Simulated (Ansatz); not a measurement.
# SiC (Moissanite) (P6_3mc) in Ansatz: convergence with k mesh

Aim: find how far k mesh must go before the results for SiC (Moissanite) settle, at PBE. This setting moves, with any that are tied to it; all else stays.

Everything below comes from runs of Ansatz 0.2.0. Logs are shortened: lines on timing, memory, paths and dates and some standing lists are left out, and cuts for length are marked.

## 1. The structure

It takes space group P6_3mc (No. 186, hexagonal). The conventional cell has a = 3.076 Å, b = 3.076 Å, c = 5.048 Å, α = 90.00°, β = 90.00°, γ = 120.00°. Si (site symmetry 3m) has 4 C at 1.87 to 1.94 Å as nearest neighbours. Around C (site symmetry 3m) lie 4 Si at 1.87 to 1.94 Å.

## 2. With k mesh 3 × 3 × 2

input.yaml reads:

```yaml
crystal:
  lattice:
    - [3.076, 0.0, 0.0]
    - [-1.538, 2.663894142, 0.0]
    - [0.0, 0.0, 5.048]
  atoms:
    - { symbol: Si, position: [0.6666666667, 0.3333333333, 0.5] }
    - { symbol: Si, position: [0.3333333333, 0.6666666667, 0.0] }
    - { symbol: C, position: [0.6666666667, 0.3333333333, 0.885] }
    - { symbol: C, position: [0.3333333333, 0.6666666667, 0.385] }
hamiltonian:
  xc: pbe
  pseudopotentials: { kind: paw }
kpoints:
  mp_grid: { grid: [3, 3, 2] }
scf:
  occupations: { method: gaussian, width: 0.05 }
output:
  forces: true
  stress: true
  eigenvalues: true
```

Potentials or basis: Ansatz PAW.

On the command line:

```sh
> ansatz run input.yaml --threads 2 --pin off --max-ram 5632MiB --backend cpu --events-out ev --progress --plain --runs-dir out
```

It took 1.7 s on 2 threads of Intel Xeon at 2.50GHz (Skylake/Cascade Lake), shared host; peak memory 0.29 GiB.

Results:

```
Free energy            : -1773.7766 eV
Pressure               : 4.4 GPa
Largest force          : 0.585 eV/Å
Band gap on the k mesh : 2.26 eV, indirect (least direct gap 4.34 eV)
```

## 3. With k mesh 4 × 4 × 2

input.yaml, as its differences from that of step 2:

```diff
@@ -14,3 +14,3 @@
 kpoints:
-  mp_grid: { grid: [3, 3, 2] }
+  mp_grid: { grid: [4, 4, 2] }
 scf:
```

Potentials or basis: Ansatz PAW.

On the command line:

```sh
> ansatz run input.yaml --threads 2 --pin off --max-ram 5632MiB --backend cpu --events-out ev --progress --plain --runs-dir out
```

Run time: 1.6 s. Hardware: 2 threads of Intel Xeon at 2.50GHz (Skylake/Cascade Lake), shared host; peak memory 0.29 GiB.

Results:

```
Free energy            : -1774.1477 eV
Pressure               : 3.9 GPa
Largest force          : 0.684 eV/Å
Band gap on the k mesh : 2.57 eV, indirect (least direct gap 4.06 eV)
```

## 4. With k mesh 5 × 5 × 3

input.yaml, as its differences from that of step 3:

```diff
@@ -14,3 +14,3 @@
 kpoints:
-  mp_grid: { grid: [4, 4, 2] }
+  mp_grid: { grid: [5, 5, 3] }
 scf:
```

On the command line:

```sh
> ansatz run input.yaml --threads 2 --pin off --max-ram 5632MiB --backend cpu --events-out ev --progress --plain --runs-dir out
```

Run time: 1.7 s. Hardware: 2 threads of Intel Xeon at 2.50GHz (Skylake/Cascade Lake), shared host; peak memory 0.29 GiB.

What came out:

| Quantity | Value |
| --- | --- |
| Free energy | -1774.2249 eV |
| Pressure | 3.7 GPa |
| Largest force | 0.739 eV/Å |
| Band gap on the k mesh | 2.80 eV, indirect (least direct gap 4.19 eV) |

## 5. With k mesh 6 × 6 × 3

input.yaml, as its differences from that of step 4:

```diff
@@ -14,3 +14,3 @@
 kpoints:
-  mp_grid: { grid: [5, 5, 3] }
+  mp_grid: { grid: [6, 6, 3] }
 scf:
```

On the command line:

```sh
> ansatz run input.yaml --threads 2 --pin off --max-ram 5632MiB --backend cpu --events-out ev --progress --plain --runs-dir out
```

It took 1.6 s on 2 threads of Intel Xeon at 2.50GHz (Skylake/Cascade Lake), shared host; peak memory 0.3 GiB.

Results:

```yaml
Free_energy: -1774.2490 eV
Pressure: 3.7 GPa
Largest_force: 0.750 eV/Å
Band_gap_on_the_k_mesh: 2.32 eV, indirect (least direct gap 4.08 eV)
```

## 6. With k mesh 7 × 7 × 4

input.yaml, as its differences from that of step 5:

```diff
@@ -14,3 +14,3 @@
 kpoints:
-  mp_grid: { grid: [6, 6, 3] }
+  mp_grid: { grid: [7, 7, 4] }
 scf:
```

Potentials or basis: Ansatz PAW.

On the command line:

```sh
> ansatz run input.yaml --threads 2 --pin off --max-ram 5632MiB --backend cpu --events-out ev --progress --plain --runs-dir out
```

It took 1.9 s on 2 threads of Intel Xeon at 2.50GHz (Skylake/Cascade Lake), shared host; peak memory 0.31 GiB.

The run converged. Its results:

| Quantity | Value |
| --- | --- |
| Free energy | -1774.2634 eV |
| Pressure | 3.7 GPa |
| Largest force | 0.749 eV/Å |
| Band gap on the k mesh | 2.64 eV, indirect (least direct gap 4.14 eV) |

## 7. With k mesh 9 × 9 × 5

input.yaml, as its differences from that of step 6:

```diff
@@ -14,3 +14,3 @@
 kpoints:
-  mp_grid: { grid: [7, 7, 4] }
+  mp_grid: { grid: [9, 9, 5] }
 scf:
```

On the command line:

```sh
> ansatz run input.yaml --threads 2 --pin off --max-ram 5632MiB --backend cpu --events-out ev --progress --plain --runs-dir out
```

Run time: 2.5 s. Hardware: 2 threads of Intel Xeon at 2.50GHz (Skylake/Cascade Lake), shared host; peak memory 0.33 GiB.

It converged, with:

| Item | Value |
| --- | --- |
| Free energy | -1774.2656 eV |
| Pressure | 3.7 GPa |
| Largest force | 0.752 eV/Å |
| Band gap on the k mesh | 2.32 eV, indirect (least direct gap 4.12 eV) |

## 8. With k mesh 11 × 11 × 6

input.yaml, as its differences from that of step 7:

```diff
@@ -14,3 +14,3 @@
 kpoints:
-  mp_grid: { grid: [9, 9, 5] }
+  mp_grid: { grid: [11, 11, 6] }
 scf:
```

On the command line:

```sh
> ansatz run input.yaml --threads 2 --pin off --max-ram 5632MiB --backend cpu --events-out ev --progress --plain --runs-dir out
```

Wall time 3.8 s (2 threads of Intel Xeon at 2.50GHz (Skylake/Cascade Lake), shared host); peak memory 0.35 GiB.

Results (log left out):

```yaml
Free_energy: -1774.2660 eV
Pressure: 3.7 GPa
Largest_force: 0.753 eV/Å
Band_gap_on_the_k_mesh: 2.46 eV, indirect (least direct gap 4.10 eV)
```

## 9. With k mesh 14 × 14 × 7

input.yaml, as its differences from that of step 8:

```diff
@@ -14,3 +14,3 @@
 kpoints:
-  mp_grid: { grid: [11, 11, 6] }
+  mp_grid: { grid: [14, 14, 7] }
 scf:
```

Potentials or basis: Ansatz PAW.

On the command line:

```sh
> ansatz run input.yaml --threads 2 --pin off --max-ram 5632MiB --backend cpu --events-out ev --progress --plain --runs-dir out
```

Wall time 5.7 s (2 threads of Intel Xeon at 2.50GHz (Skylake/Cascade Lake), shared host); peak memory 0.37 GiB.

It converged, with:

- Free energy: -1774.2661 eV
- Pressure: 3.7 GPa
- Largest force: 0.753 eV/Å
- Band gap on the k mesh: 2.41 eV, indirect (least direct gap 4.08 eV)

## 10. With k mesh 16 × 16 × 9

input.yaml, as its differences from that of step 9:

```diff
@@ -14,3 +14,3 @@
 kpoints:
-  mp_grid: { grid: [14, 14, 7] }
+  mp_grid: { grid: [16, 16, 9] }
 scf:
```

Potentials or basis: Ansatz PAW.

On the command line:

```sh
> ansatz run input.yaml --threads 2 --pin off --max-ram 5632MiB --backend cpu --events-out ev --progress --plain --runs-dir out
```

Output:

```text
Warning: RAYON_NUM_THREADS=2 ignored (pool sized by the plan → 2); use --threads N
Engine: ansatz 0.2.0, x86_64-unknown-linux-gnu
Pseudopotentials: kind: paw
Pseudopotential: Si, paw, valence charge 4, recommended cutoff 420 eV (normal), Si.paw.azcp
Pseudopotential: C, paw, valence charge 4, recommended cutoff 420 eV (normal), C.paw.azcp
Functional definition: PBE
  parameter kappa = 0.804
  parameter beta = 0.06672455060314922
  exchange = pbe_x(kappa = kappa, mu = beta*pi^2/3)
  correlation = pbe_c(beta = beta)
Crystal: 4 atoms, lattice volume = 41.364 Å³
Basis set: ecut = 420 eV, 785 PW (Γ), exchange–correlation on 48×48×72 points (8 copies of the dense FFT grid, shifted against one another)
Bands: 12, of which v1, the nominal top of the filled ones, is band 8 counted from 1 (7 counted from 0)
Symmetry: 12 space group operations
Space group: P63mc (ITA 186), of the structure as read, at distance tolerance 3.5e-5 Å
k-points: 150 of 2304 (time reversal used)
Non-local potential: Si, projectors of the file, l = 0: 2, l = 1: 2, l = 2: 2
Non-local potential: C, projectors of the file, l = 0: 2, l = 1: 2, l = 2: 1
PAW form: soft (Blöchl's): semilocal exchange-correlation on the pseudo side does not see the compensation charge
PAW one-centre angular grid: Si, 110 points (default); XC on 64 Gauss nodes
PAW one-centre angular grid: C, 110 points (default); XC on 64 Gauss nodes
Initial density: superposition of atomic densities (neutral atoms: chi_scale 0, normalization atom), corrected by the library's trained network
Initial wavefunctions: pseudopotential atomic-orbital guess
Functional: x = pbe(κ = 0.804, μ = 0.2195149727645171), c = pbe(β = 0.06672455060314922)
SCF iter   1: F=—  HF=-1774.266119 eV  |F-HF|=—  |Δ(HF+E_count)|=         —  Δρ=2.44e-3  dr2=2.63e-3  ethr=1.77e-3  ⟨swp⟩=5.1  Hψ=11771  notcnv=0
preconditioner: auto → none  [insulator: Δε(μ)=2.361 eV  Ē_g=11.907 eV  σ=0.050 eV  W_gap=1.00  n_scr=2 (ndim 8)  ℏωp=23.1 eV  f_vac=0.000  D(μ)=0.00/eV (n_scr^D=0)  ε∞_Penn≈4.8]
SCF iter   2: F=—  HF=-1774.266059 eV  |F-HF|=—  |Δ(HF+E_count)|=   6.02e-5  Δρ=8.82e-4  dr2=1.91e-4  ethr=1.64e-5  ⟨swp⟩=2.3  Hψ=4251  notcnv=0
SCF iter   3: F=—  HF=-1774.266088 eV  |F-HF|=—  |Δ(HF+E_count)|=   2.93e-5  Δρ=3.82e-4  dr2=2.50e-5  ethr=1.19e-6  ⟨swp⟩=2.0  Hψ=2723  notcnv=0
SCF iter   4: F=—  HF=-1774.266119 eV  |F-HF|=—  |Δ(HF+E_count)|=   3.08e-5  Δρ=6.62e-5  dr2=8.75e-7  ethr=1.56e-7  ⟨swp⟩=2.4  Hψ=2945  notcnv=0
iter 5 did not close the SCF: its close was put off for the readings that it lacked (scf_convergence_deferred on its scf_iter line)
SCF iter   5: F=-1774.266121 eV  HF=-1774.266121 eV  |F-HF|=1.53e-8  |Δ(HF+E_count)|=   1.38e-6  Δρ=6.62e-6  dr2=8.27e-9  ethr=5.47e-9  ⟨swp⟩=2.1  Hψ=2996  notcnv=0
SCF iter   6: F=-1774.266121 eV  HF=-1774.266121 eV  |F-HF|=1.77e-10  |Δ(HF+E_count)|=   1.73e-8  Δρ=7.88e-7  dr2=1.56e-10  ethr=5.17e-11  ⟨swp⟩=2.0  Hψ=6178  notcnv=0
SCF 1 converged in 6 iterations: F = -1774.266121 eV  dr2 = 1.56e-10
SCF converged after 6 iterations
Free energy (F): -1774.266121 eV
Harris-Foulkes:  -1774.266121 eV  (|F-HF|=1.77e-10)
Internal energy: -1774.266121 eV  (E = F + TS)
E sigma→0 (E₀):  -1774.266121 eV
Fermi energy:    10.976333 eV
--- Per-component energies (eV) ---
  E_band       = 57.481104
  E_kinetic    = 271.757974
  E_local      = -211.043936  (includes V_loc(G=0)·N_el)
  E_nonlocal   = 103.696635
  E_hartree    = 65.202341
  E_xc         = -211.132325
  E_vxc        = -218.904464  (∫ρ·V_xc dr)
  E_paw        = -1224.175952  (= ΣΔE_a)
  E_vpaw       = -18.429730  (= ΣTr[D̂ρ^β])
  E_aug_tail   = 0.000028  (compensation charges beyond the density's cutoff)
  E_ewald      = -568.570884
  E_smearing   = -0.000000  (= −TS)
  E_closure    = -0.000000  (closes the sum)
  Σ components = -1774.266121   (vs F -1774.266121, Δ=0.00e0)
--- Forces (eV/Å), atoms counted from 1 ---
  atom   1  Si     0.00000000     0.00000000     0.75262314
  atom   2  Si     0.00000000    -0.00000000     0.75262314
  atom   3  C      0.00000000     0.00000000    -0.75262543
  atom   4  C     -0.00000000    -0.00000000    -0.75262543
  max |Σ_I F_I| component: 4.59e-6 eV/Å
--- Stress (GPa, compression-positive) ---
        5.317941      -0.000000       0.000000
        0.000000       5.317941       0.000000
        0.000000       0.000000       0.453164
  P = ⅓ Tr σ = 3.6963 GPa (36.963 kbar)
--- Band table (eV; the first three rows and the last of 150) ---
  k-point 0: bands = ["-5.9424", "-2.4407", "1.0908", "8.2268", "8.2268", "9.5067", "9.5067", "9.7835", "14.4013", "15.7941", "16.2903", "16.2903"]
  k-point 1: bands = ["-5.8823", "-2.6953", "1.4451", "8.2600", "8.2600", "9.4174", "9.4614", "9.4614", "14.4571", "16.0757", "16.3085", "16.3085"]
  k-point 2: bands = ["-5.7026", "-3.2609", "2.3073", "8.3573", "8.3573", "8.4953", "9.3345", "9.3345", "14.6235", "16.3793", "16.3793", "16.7240"]
  k-point 149: bands = ["-1.2544", "-1.1313", "1.8355", "1.9508", "3.8052", "4.2466", "7.8664", "8.0247", "14.5884", "14.6368", "15.3656", "16.3167"]
```

It took 9 s on 2 threads of Intel Xeon at 2.50GHz (Skylake/Cascade Lake), shared host; peak memory 0.39 GiB.

What came out:

```
Free energy            : -1774.2661 eV
Pressure               : 3.7 GPa
Largest force          : 0.753 eV/Å
Band gap on the k mesh : 2.39 eV, indirect (least direct gap 4.08 eV)
```

## 11. The series at a glance

| k mesh | energy less the tightest run, at zero smearing (meV/atom) | pressure (GPa) | largest force (eV/Å) | gap on the mesh (eV) | SCF cycles | CPU time (s) | peak memory (GiB) |
| --- | --- | --- | --- | --- | --- | --- | --- |
| 3 × 3 × 2 | 122.38 | 4.38 | 0.585 | 2.260 | 6 | 1.4 | 0.29 |
| 4 × 4 × 2 | 29.60 | 3.92 | 0.684 | 2.571 | 6 | 1.5 | 0.29 |
| 5 × 5 × 3 | 10.30 | 3.72 | 0.739 | 2.805 | 6 | 1.7 | 0.29 |
| 6 × 6 × 3 | 4.29 | 3.71 | 0.750 | 2.320 | 6 | 2 | 0.3 |
| 7 × 7 × 4 | 0.67 | 3.69 | 0.749 | 2.636 | 6 | 2.8 | 0.31 |
| 9 × 9 × 5 | 0.12 | 3.69 | 0.752 | 2.325 | 6 | 3.9 | 0.33 |
| 11 × 11 × 6 | 0.02 | 3.70 | 0.753 | 2.461 | 6 | 6.1 | 0.35 |
| 14 × 14 × 7 | 0.01 | 3.70 | 0.753 | 2.409 | 6 | 8.9 | 0.37 |
| 16 × 16 × 9 | 0.00 | 3.70 | 0.753 | 2.387 | 6 | 13 | 0.39 |

Against the tightest run, the energy stays within 1 meV/atom from 7 × 7 × 4 on; the pressure stays within 0.1 GPa from 5 × 5 × 3 on; the largest force stays within 0.005 eV/Å from 6 × 6 × 3 on. Not settled before the last step: the gap on the mesh (to 0.01 eV). Meshes of other sizes hit other points, so gaps and Fermi surfaces needn't settle smoothly. The tightest run that finished is the yardstick and may itself not be fully converged.

Caveats: odd divisions of the mesh miss points on the zone boundary, where band edges often lie, so the gap on the mesh can be too wide.
